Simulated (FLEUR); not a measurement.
# RbBr (Fm-3m) in FLEUR: a series of runs

One crystal, RbBr, is run at these levels: r2SCAN; tasks: equation of state.

Program: FLEUR MaX-R8.1 (later development tree). These are calculated values, not measurements. Logs are shortened: lines on timing, memory, paths and dates and some standing lists are left out, and cuts for length are marked.

### Step 1. Starting point

The structure is cubic, space group Fm-3m (No. 225). The conventional cell has a = 6.854 Å, b = 6.854 Å, c = 6.854 Å, α = 90.00°, β = 90.00°, γ = 90.00°. Rb (site symmetry m-3m) has 6 Br at 3.43 Å as nearest neighbours. Around Br (site symmetry m-3m) lie 6 Rb at 3.43 Å.

### Step 2. Equation of state, r2SCAN, 37.83 Å³/atom (volume scaled by 0.94)

Contents of inp.xml:

```xml
<?xml version="1.0" encoding="UTF-8" standalone="no"?>
<fleurInput fleurInputVersion="0.39">
   <comment>
      RbBr                                                                                                
   </comment>
   <calculationSetup>
      <cutoffs Kmax="4.1" Gmax="12.7" GmaxXC="12.7" numbands="0"/>
      <scfLoop itmax="80" minDistance="0.0001" maxIterBroyd="30" imix="Anderson" alpha="0.05" precondParam="0.0" spinf="2.0" sdNocoIR="T"/>
      <coreElectrons ctail="F" frcor="F" kcrel="0" coretail_lmax="0"/>
      <xcFunctional name="LibXC" relativisticCorrections="F">
         <LibXCName exchange="mgga_x_r2scan" correlation="mgga_c_r2scan"/>
         <AuxGGA exchange="117" correlation="130"/>
      </xcFunctional>
      <magnetism jspins="1"/>
      <soc l_soc="F" theta="0.0" phi="0.0" spav="F"/>
      <expertModes spex="0" secvar="F"/>
      <geometryOptimization l_f="F" forcealpha="1.0" forcemix="BFGS" epsdisp="0.00001" epsforce="0.00001"/>
      <ldaU l_linMix="F" mixParam="0.05" spinf="1.0"/>
   </calculationSetup>
   <cell>
      <bzIntegration valenceElectrons="26.0" mode="hist" fermiSmearingEnergy="0.00183747">
         <kPointListSelection listName="default-1"/>
         <!-- k-points included here -->
         <xi:include xmlns:xi="http://www.w3.org/2001/XInclude" href="kpts.xml"> </xi:include>
      </bzIntegration>
      <!-- symmetry operations included here -->
      <xi:include xmlns:xi="http://www.w3.org/2001/XInclude" href="sym.xml"> </xi:include>
      <bulkLattice scale="0.9795861087">
         <bravaisMatrix>
            <row-1>    0.0000000000000000     6.4760914290041995     6.4760914290041995</row-1>
            <row-2>    6.4760914290041995     0.0000000000000000     6.4760914290041995</row-2>
            <row-3>    6.4760914290041995     6.4760914290041995     0.0000000000000000</row-3>
         </bravaisMatrix>
      </bulkLattice>
   </cell>
   <atomSpecies>
      <species name="Rubidium (Rb)" element="Rb" atomicNumber="37">
         <mtSphere radius="2.66" gridPoints="879" logIncrement="0.014"/>
         <atomicCutoffs lmax="10" lnonsphr="10"/>
         <electronConfig flipSpins="F">
            <coreConfig>(1s1/2) (2s1/2) (2p1/2) (2p3/2) (3s1/2) (3p1/2) (3p3/2) (3d3/2) (3d5/2)</coreConfig>
            <valenceConfig>(4s1/2) (4p1/2) (4p3/2) (5s1/2)</valenceConfig>
            <stateOccupation state="(5s1/2)" spinUp="0.500000" spinDown="0.500000"/>
         </electronConfig>
         <energyParameters s="5" p="4" d="4" f="4"/>
         <lo type="SCLO" l="0" n="4" eDeriv="0"/>
         <lo type="HELO" l="1" n="5" eDeriv="0"/>
         <lo type="HELO" l="1" n="5" eDeriv="1"/>
         <lo type="SCLO" l="2" n="4" eDeriv="2"/>
         <lo type="SCLO" l="3" n="4" eDeriv="2"/>
      </species>
      <species name="Bromine (Br)" element="Br" atomicNumber="35">
         <mtSphere radius="2.66" gridPoints="879" logIncrement="0.014"/>
         <atomicCutoffs lmax="10" lnonsphr="10"/>
         <electronConfig flipSpins="F">
            <coreConfig>(1s1/2) (2s1/2) (2p1/2) (2p3/2) (3s1/2) (3p1/2) (3p3/2)</coreConfig>
            <valenceConfig>(3d3/2) (3d5/2) (4s1/2) (4p1/2) (4p3/2)</valenceConfig>
            <stateOccupation state="(4p1/2)" spinUp="0.833333" spinDown="0.833333"/>
            <stateOccupation state="(4p3/2)" spinUp="1.666667" spinDown="1.666667"/>
         </electronConfig>
         <energyParameters s="4" p="4" d="4" f="4"/>
         <lo type="SCLO" l="2" n="3" eDeriv="0"/>
         <lo type="SCLO" l="2" n="3" eDeriv="1"/>
         <lo type="SCLO" l="0" n="4" eDeriv="2"/>
         <lo type="SCLO" l="1" n="4" eDeriv="2"/>
         <lo type="SCLO" l="3" n="4" eDeriv="2"/>
      </species>
   </atomSpecies>
   <atomGroups>
      <atomGroup species="Rubidium (Rb)">
         <relPos label="                   1">.0000000000 .0000000000 .0000000000</relPos>
         <force calculate="T" relaxXYZ="TTT"/>
      </atomGroup>
      <atomGroup species="Bromine (Br)">
         <relPos label="                   2">1.000/2.000 1.000/2.000 1.000/2.000</relPos>
         <force calculate="T" relaxXYZ="TTT"/>
      </atomGroup>
   </atomGroups>
   <output dos="F" band="F" slice="F">
      <checks vchk="F" cdinf="F"/>
      <bandDOS minEnergy="-.5*Htr" maxEnergy="0.5*Htr" sigma="0.015" storeEVData="T"/>
      <vacuumDOS vacdos="F" integ="F" star="F" nstars="0" locx1="0.0" locy1="0.0" locx2="0.0" locy2="0.0" nstm="0" tworkf="0.0"/>
      <unfoldingBand unfoldBand="F" supercellX="1" supercellY="1" supercellZ="1"/>
      <plotting iplot="0" polar="F">
         <plot TwoD="T" vec1="  1.0  0.0  0.0" vec2="  0.0  1.0  0.0" vec3="  0.0  0.0  1.0" zero="  0.0  0.0  0.0" file="plot"/>
      </plotting>
      <chargeDensitySlicing numkpt="0" minEigenval="0.0" maxEigenval="0.0" nnne="0" pallst="F"/>
      <specialOutput eonly="F"/>
      <moessbauerParams electricFieldGradient="T" isomerShift="T" coreHyperfine="T" valenceHyperfine="T"/>
      <magneticCircularDichroism mcd="F" energyLo="-10.0" energyUp="0.0"/>
   </output>
  <!-- We include the file relax.xml here to enable relaxations (see documentation) -->
  <xi:include xmlns:xi="http://www.w3.org/2001/XInclude" href="relax.xml"> <xi:fallback/> </xi:include>
</fleurInput>
```

Potentials or basis: all-electron, FLAPW.

On the command line:

```bash
$ inpgen -f crystal.txt -profile fastHighL
$ # inp.xml edited to the form shown
$ fleur_MPI
```

Standard output:

```text
Welcome to FLEUR        (www.flapw.de)
      MaX-Release 8.1          (www.max-centre.eu)
 func_ids         498         497         498         497
 MetaGGA potential functional detected - V_tau will be computed
 Auxiliary Potential for radial basis: exchange=         117  correlation=         130
The functional 'Re-regularized SCAN exchange by Furness et al' is an exchange functional, it belongs to the 'MGGA' family and is defined in the reference(s):
[1] J. W. Furness, A. D. Kaplan, J. Ning, J. P. Perdew, and J. Sun.,  J. Phys. Chem. Lett. 11, 8208-8215 (2020)
[2] J. W. Furness, A. D. Kaplan, J. Ning, J. P. Perdew, and J. Sun.,  J. Phys. Chem. Lett. 11, 9248-9248 (2020)
The functional 'Re-regularized SCAN correlation by Furness et al' is a correlation functional, it belongs to the 'MGGA' family and is defined in the reference(s):
[1] J. W. Furness, A. D. Kaplan, J. Ning, J. P. Perdew, and J. Sun.,  J. Phys. Chem. Lett. 11, 8208-8215 (2020)
[2] J. W. Furness, A. D. Kaplan, J. Ning, J. P. Perdew, and J. Sun.,  J. Phys. Chem. Lett. 11, 9248-9248 (2020)
 Using same functional for VXC and EXC

 ========== k-point set info ==========
 Selected k-point list: default-1
 k-point list type: mesh
 7 x 7 x 7
 Number of k points: 20

 ------------Calculation Setup---------------------------
 Number of MPI-tasks      :            1
 Number of PE/node        :            1
 Number of OMP-threads    :            1
 Most efficient MPI parallelization for:
           1           2           4           5          10          20
 Additional eigenvalue parallelization possible
 Number of basis functions:          679
 Approximate size of matrices (H+S) per k-point:         0.007 GB
 --------------------------------------------------------
The functional 'Hammer, Hansen, and Norskov' is an exchange functional, it belongs to the 'GGA' family and is defined in the reference(s):
[1] B. Hammer, L. B. Hansen, and J. K. Nørskov.,  Phys. Rev. B 59, 7413 (1999)
The functional 'Perdew, Burke & Ernzerhof' is a correlation functional, it belongs to the 'GGA' family and is defined in the reference(s):
[1] J. P. Perdew, K. Burke, and M. Ernzerhof.,  Phys. Rev. Lett. 77, 3865 (1996)
[2] J. P. Perdew, K. Burke, and M. Ernzerhof.,  Phys. Rev. Lett. 78, 1396 (1997)
 Using same functional for VXC and EXC
 Using auxiliary GGA potential for the first iteration of MetaGGA calculation.
 Reset of history
 Reset of history
 Iteration:     1   Distance:      16.99775434 me/bohr^3
The functional 'Hammer, Hansen, and Norskov' is an exchange functional, it belongs to the 'GGA' family and is defined in the reference(s):
[1] B. Hammer, L. B. Hansen, and J. K. Nørskov.,  Phys. Rev. B 59, 7413 (1999)
The functional 'Perdew, Burke & Ernzerhof' is a correlation functional, it belongs to the 'GGA' family and is defined in the reference(s):
[1] J. P. Perdew, K. Burke, and M. Ernzerhof.,  Phys. Rev. Lett. 77, 3865 (1996)
[2] J. P. Perdew, K. Burke, and M. Ernzerhof.,  Phys. Rev. Lett. 78, 1396 (1997)
 Using same functional for VXC and EXC
 Iteration:     2   Distance:      16.07126693 me/bohr^3
The functional 'Hammer, Hansen, and Norskov' is an exchange functional, it belongs to the 'GGA' family and is defined in the reference(s):
[1] B. Hammer, L. B. Hansen, and J. K. Nørskov.,  Phys. Rev. B 59, 7413 (1999)
The functional 'Perdew, Burke & Ernzerhof' is a correlation functional, it belongs to the 'GGA' family and is defined in the reference(s):
[1] J. P. Perdew, K. Burke, and M. Ernzerhof.,  Phys. Rev. Lett. 77, 3865 (1996)
[2] J. P. Perdew, K. Burke, and M. Ernzerhof.,  Phys. Rev. Lett. 78, 1396 (1997)
 Using same functional for VXC and EXC
 Iteration:     3   Distance:      15.18812690 me/bohr^3
The functional 'Hammer, Hansen, and Norskov' is an exchange functional, it belongs to the 'GGA' family and is defined in the reference(s):
[1] B. Hammer, L. B. Hansen, and J. K. Nørskov.,  Phys. Rev. B 59, 7413 (1999)
The functional 'Perdew, Burke & Ernzerhof' is a correlation functional, it belongs to the 'GGA' family and is defined in the reference(s):
[1] J. P. Perdew, K. Burke, and M. Ernzerhof.,  Phys. Rev. Lett. 77, 3865 (1996)
[2] J. P. Perdew, K. Burke, and M. Ernzerhof.,  Phys. Rev. Lett. 78, 1396 (1997)
 Using same functional for VXC and EXC
 Iteration:     4   Distance:       4.16924708 me/bohr^3
The functional 'Hammer, Hansen, and Norskov' is an exchange functional, it belongs to the 'GGA' family and is defined in the reference(s):
[1] B. Hammer, L. B. Hansen, and J. K. Nørskov.,  Phys. Rev. B 59, 7413 (1999)
The functional 'Perdew, Burke & Ernzerhof' is a correlation functional, it belongs to the 'GGA' family and is defined in the reference(s):
[1] J. P. Perdew, K. Burke, and M. Ernzerhof.,  Phys. Rev. Lett. 77, 3865 (1996)
[2] J. P. Perdew, K. Burke, and M. Ernzerhof.,  Phys. Rev. Lett. 78, 1396 (1997)
 Using same functional for VXC and EXC
 Iteration:     5   Distance:       0.88769010 me/bohr^3
The functional 'Hammer, Hansen, and Norskov' is an exchange functional, it belongs to the 'GGA' family and is defined in the reference(s):
[1] B. Hammer, L. B. Hansen, and J. K. Nørskov.,  Phys. Rev. B 59, 7413 (1999)
The functional 'Perdew, Burke & Ernzerhof' is a correlation functional, it belongs to the 'GGA' family and is defined in the reference(s):
[1] J. P. Perdew, K. Burke, and M. Ernzerhof.,  Phys. Rev. Lett. 77, 3865 (1996)
[2] J. P. Perdew, K. Burke, and M. Ernzerhof.,  Phys. Rev. Lett. 78, 1396 (1997)
 Using same functional for VXC and EXC
 Iteration:     6   Distance:       0.74003392 me/bohr^3
The functional 'Hammer, Hansen, and Norskov' is an exchange functional, it belongs to the 'GGA' family and is defined in the reference(s):
[1] B. Hammer, L. B. Hansen, and J. K. Nørskov.,  Phys. Rev. B 59, 7413 (1999)
The functional 'Perdew, Burke & Ernzerhof' is a correlation functional, it belongs to the 'GGA' family and is defined in the reference(s):
[1] J. P. Perdew, K. Burke, and M. Ernzerhof.,  Phys. Rev. Lett. 77, 3865 (1996)
[2] J. P. Perdew, K. Burke, and M. Ernzerhof.,  Phys. Rev. Lett. 78, 1396 (1997)
 Using same functional for VXC and EXC
 Iteration:     7   Distance:       0.13629127 me/bohr^3
The functional 'Hammer, Hansen, and Norskov' is an exchange functional, it belongs to the 'GGA' family and is defined in the reference(s):
[1] B. Hammer, L. B. Hansen, and J. K. Nørskov.,  Phys. Rev. B 59, 7413 (1999)
The functional 'Perdew, Burke & Ernzerhof' is a correlation functional, it belongs to the 'GGA' family and is defined in the reference(s):
[1] J. P. Perdew, K. Burke, and M. Ernzerhof.,  Phys. Rev. Lett. 77, 3865 (1996)
[2] J. P. Perdew, K. Burke, and M. Ernzerhof.,  Phys. Rev. Lett. 78, 1396 (1997)
 Using same functional for VXC and EXC
 Iteration:     8   Distance:       0.08697040 me/bohr^3
The functional 'Hammer, Hansen, and Norskov' is an exchange functional, it belongs to the 'GGA' family and is defined in the reference(s):
[1] B. Hammer, L. B. Hansen, and J. K. Nørskov.,  Phys. Rev. B 59, 7413 (1999)
The functional 'Perdew, Burke & Ernzerhof' is a correlation functional, it belongs to the 'GGA' family and is defined in the reference(s):
[1] J. P. Perdew, K. Burke, and M. Ernzerhof.,  Phys. Rev. Lett. 77, 3865 (1996)
[2] J. P. Perdew, K. Burke, and M. Ernzerhof.,  Phys. Rev. Lett. 78, 1396 (1997)
 Using same functional for VXC and EXC
 Iteration:     9   Distance:       0.01992088 me/bohr^3
[... 8 lines left out ...]
[1] B. Hammer, L. B. Hansen, and J. K. Nørskov.,  Phys. Rev. B 59, 7413 (1999)
The functional 'Perdew, Burke & Ernzerhof' is a correlation functional, it belongs to the 'GGA' family and is defined in the reference(s):
[1] J. P. Perdew, K. Burke, and M. Ernzerhof.,  Phys. Rev. Lett. 77, 3865 (1996)
[2] J. P. Perdew, K. Burke, and M. Ernzerhof.,  Phys. Rev. Lett. 78, 1396 (1997)
 Using same functional for VXC and EXC
 Iteration:    11   Distance:       0.00480840 me/bohr^3
The functional 'Hammer, Hansen, and Norskov' is an exchange functional, it belongs to the 'GGA' family and is defined in the reference(s):
[1] B. Hammer, L. B. Hansen, and J. K. Nørskov.,  Phys. Rev. B 59, 7413 (1999)
The functional 'Perdew, Burke & Ernzerhof' is a correlation functional, it belongs to the 'GGA' family and is defined in the reference(s):
[1] J. P. Perdew, K. Burke, and M. Ernzerhof.,  Phys. Rev. Lett. 77, 3865 (1996)
[2] J. P. Perdew, K. Burke, and M. Ernzerhof.,  Phys. Rev. Lett. 78, 1396 (1997)
 Using same functional for VXC and EXC
 Iteration:    12   Distance:       0.00432698 me/bohr^3
The functional 'Hammer, Hansen, and Norskov' is an exchange functional, it belongs to the 'GGA' family and is defined in the reference(s):
[1] B. Hammer, L. B. Hansen, and J. K. Nørskov.,  Phys. Rev. B 59, 7413 (1999)
The functional 'Perdew, Burke & Ernzerhof' is a correlation functional, it belongs to the 'GGA' family and is defined in the reference(s):
[1] J. P. Perdew, K. Burke, and M. Ernzerhof.,  Phys. Rev. Lett. 77, 3865 (1996)
[2] J. P. Perdew, K. Burke, and M. Ernzerhof.,  Phys. Rev. Lett. 78, 1396 (1997)
 Using same functional for VXC and EXC
 Iteration:    13   Distance:       0.00184042 me/bohr^3
The functional 'Hammer, Hansen, and Norskov' is an exchange functional, it belongs to the 'GGA' family and is defined in the reference(s):
[1] B. Hammer, L. B. Hansen, and J. K. Nørskov.,  Phys. Rev. B 59, 7413 (1999)
The functional 'Perdew, Burke & Ernzerhof' is a correlation functional, it belongs to the 'GGA' family and is defined in the reference(s):
[1] J. P. Perdew, K. Burke, and M. Ernzerhof.,  Phys. Rev. Lett. 77, 3865 (1996)
[2] J. P. Perdew, K. Burke, and M. Ernzerhof.,  Phys. Rev. Lett. 78, 1396 (1997)
 Using same functional for VXC and EXC
 Iteration:    14   Distance:       0.00187636 me/bohr^3
The functional 'Hammer, Hansen, and Norskov' is an exchange functional, it belongs to the 'GGA' family and is defined in the reference(s):
[1] B. Hammer, L. B. Hansen, and J. K. Nørskov.,  Phys. Rev. B 59, 7413 (1999)
The functional 'Perdew, Burke & Ernzerhof' is a correlation functional, it belongs to the 'GGA' family and is defined in the reference(s):
[1] J. P. Perdew, K. Burke, and M. Ernzerhof.,  Phys. Rev. Lett. 77, 3865 (1996)
[2] J. P. Perdew, K. Burke, and M. Ernzerhof.,  Phys. Rev. Lett. 78, 1396 (1997)
 Using same functional for VXC and EXC
 Iteration:    15   Distance:       0.00017388 me/bohr^3
The functional 'Hammer, Hansen, and Norskov' is an exchange functional, it belongs to the 'GGA' family and is defined in the reference(s):
[1] B. Hammer, L. B. Hansen, and J. K. Nørskov.,  Phys. Rev. B 59, 7413 (1999)
The functional 'Perdew, Burke & Ernzerhof' is a correlation functional, it belongs to the 'GGA' family and is defined in the reference(s):
[1] J. P. Perdew, K. Burke, and M. Ernzerhof.,  Phys. Rev. Lett. 77, 3865 (1996)
[2] J. P. Perdew, K. Burke, and M. Ernzerhof.,  Phys. Rev. Lett. 78, 1396 (1997)
 Using same functional for VXC and EXC
 Iteration:    16   Distance:       0.00001873 me/bohr^3

 ********************************************************************
 Run finished successfully
 Stop message:
   all done
 ********************************************************************
```

It took 41 s on 1 thread of AMD EPYC 9R45 (Zen 5), shared host; peak memory 0.1 GiB.

What came out:

* Free energy: -152076.7853 eV
* Band gap on the k mesh: 5.09 eV, direct
* Valence electrons inside the program's atomic spheres: Rb 7.50; Br 16.20 (radii Rb 2.66, Br 2.66 bohr)

Caveat: the meta-GGA is that of a development version, with a GGA for the radial functions and cores and without core tails.

### Step 3. Equation of state, r2SCAN, 38.64 Å³/atom (volume scaled by 0.96)

inp.xml: that of step 2 with these lines changed.

```diff
@@ -27,3 +27,3 @@
       <xi:include xmlns:xi="http://www.w3.org/2001/XInclude" href="sym.xml"> </xi:include>
-      <bulkLattice scale="0.9795861087">
+      <bulkLattice scale="0.9864848297">
          <bravaisMatrix>
```

Potentials or basis: all-electron, FLAPW.

On the command line:

```bash
$ inpgen -f crystal.txt -profile fastHighL
$ # inp.xml edited to the form shown
$ fleur_MPI
```

Wall time 37 s (1 thread of AMD EPYC 9R45 (Zen 5), shared host); peak memory 0.1 GiB.

The run converged. Its results:

| Property | Result |
| --- | --- |
| Free energy | -152076.7996 eV |
| Band gap on the k mesh | 5.03 eV, direct |
| Valence electrons inside the program's atomic spheres | Rb 7.50; Br 16.19 (radii Rb 2.66, Br 2.66 bohr) |

Caveat: the meta-GGA is that of a development version, with a GGA for the radial functions and cores and without core tails; an odd mesh through Γ misses points on the zone boundary, where band edges often lie.

### Step 4. Equation of state, r2SCAN, 40.25 Å³/atom

inp.xml: that of step 3 with these lines changed.

```diff
@@ -27,3 +27,3 @@
       <xi:include xmlns:xi="http://www.w3.org/2001/XInclude" href="sym.xml"> </xi:include>
-      <bulkLattice scale="0.9864848297">
+      <bulkLattice scale="1.0000000000">
          <bravaisMatrix>
```

On the command line:

```bash
$ inpgen -f crystal.txt -profile fastHighL
$ # inp.xml edited to the form shown
$ fleur_MPI
```

It took 94 s on 1 thread of AMD EPYC 9R45 (Zen 5), shared host; peak memory 0.11 GiB.

It converged, with:

```yaml
Free_energy: -152076.8171 eV
Band_gap_on_the_k_mesh: 4.91 eV, direct
Valence_electrons_inside_the_program's_atomic_spheres: Rb 7.49; Br 16.18 (radii Rb 2.66, Br 2.66 bohr)
```

Caveat: the meta-GGA is that of a development version, with a GGA for the radial functions and cores and without core tails; an odd mesh through Γ misses points on the zone boundary, where band edges often lie.

### Step 5. Equation of state, r2SCAN, 41.86 Å³/atom (volume scaled by 1.04)

inp.xml: that of step 4 with these lines changed.

```diff
@@ -27,3 +27,3 @@
       <xi:include xmlns:xi="http://www.w3.org/2001/XInclude" href="sym.xml"> </xi:include>
-      <bulkLattice scale="1.0000000000">
+      <bulkLattice scale="1.0131594038">
          <bravaisMatrix>
```

On the command line:

```bash
$ inpgen -f crystal.txt -profile fastHighL
$ # inp.xml edited to the form shown
$ fleur_MPI
```

It took 45 s on 1 thread of AMD EPYC 9R45 (Zen 5), shared host; peak memory 0.1 GiB.

The run converged. Its results:

```yaml
Free_energy: -152076.8209 eV
Band_gap_on_the_k_mesh: 4.81 eV, direct
Valence_electrons_inside_the_program's_atomic_spheres: Rb 7.48; Br 16.17 (radii Rb 2.66, Br 2.66 bohr)
```

Caveat: the meta-GGA is that of a development version, with a GGA for the radial functions and cores and without core tails; an odd mesh through Γ misses points on the zone boundary, where band edges often lie.

### Step 6. Equation of state, r2SCAN, 42.66 Å³/atom (volume scaled by 1.06)

inp.xml: that of step 5 with these lines changed.

```diff
@@ -27,3 +27,3 @@
       <xi:include xmlns:xi="http://www.w3.org/2001/XInclude" href="sym.xml"> </xi:include>
-      <bulkLattice scale="1.0131594038">
+      <bulkLattice scale="1.0196128224">
          <bravaisMatrix>
```

Potentials or basis: all-electron, FLAPW.

On the command line:

```bash
$ inpgen -f crystal.txt -profile fastHighL
$ # inp.xml edited to the form shown
$ fleur_MPI
```

Run time: 44 s. Hardware: 1 thread of AMD EPYC 9R45 (Zen 5), shared host; peak memory 0.1 GiB.

Results (log left out):

```
Free energy                                           : -152076.8203 eV
Band gap on the k mesh                                : 4.74 eV, direct
Valence electrons inside the program's atomic spheres : Rb 7.48; Br 16.17 (radii Rb 2.66, Br 2.66 bohr)
```

Caveat: the meta-GGA is that of a development version, with a GGA for the radial functions and cores and without core tails; an odd mesh through Γ misses points on the zone boundary, where band edges often lie.

[end of part 1 of 2]
